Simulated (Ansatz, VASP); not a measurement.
## HfSiO4: VASP beside Ansatz

```
Hf Si O
1.0
    -3.29091    3.29091    2.98298
     3.29091   -3.29091    2.98298
     3.29091    3.29091   -2.98298
Hf Si O
2 2 8
Direct
  0.75000 0.25000 0.50000
  0.00000 0.00000 0.00000
  0.25000 0.75000 0.50000
  0.50000 0.50000 0.00000
  0.13335 0.31819 0.81517
  0.06819 0.75302 0.68483
  0.50302 0.31819 0.18483
  0.06819 0.38335 0.31517
  0.61665 0.93181 0.68483
  0.68181 0.86665 0.18483
  0.24698 0.93181 0.31517
  0.68181 0.49698 0.81517
```

Alike in both runs: functional PBEsol; k mesh 6 × 6 × 6; occupations gaussian, width 0.02 eV; no spin polarisation.

Ansatz relaxed the structure, and its values are those at the end. VASP's run is a single point on that final structure, the one shown.

|  | VASP | Ansatz |
| --- | --- | --- |
| version | VASP 6.6.1 | Ansatz 0.2.0 |
| potentials or method | VASP PAW PBE potentials, release 64 (Hf_pv, Si, O) | scalar-relativistic, plane waves, PAW |
| plane-wave cutoff (eV) | 520 | 420 |
| valence electrons in the cell | 76 | 108 |

VASP gave:

- gap on the k mesh at the Fermi level (eV): 5.34
- least direct gap on the mesh (eV): 5.69
- pressure (GPa): -1.3
- rms of the force components (eV/Å): 0.109

Q: Estimate Ansatz's values.

A: gap on the k mesh at the Fermi level (eV): 5.39; least direct gap on the mesh (eV): 5.74; pressure (GPa): 0.0; rms of the force components (eV/Å): 0.002.

One of these differences is far larger than is usual between the two programs; its cause wasn't traced. The two sets of potentials don't hold the same shells in valence.

Caveats: the PAW data sets were made with another functional, which shifts forces and pressure a little (VASP); spin-orbit coupling is left out, which moves the levels of the heavy elements. A hybrid or GW would open this gap; PBEsol tends to underestimate it. A k mesh can miss the band edges.
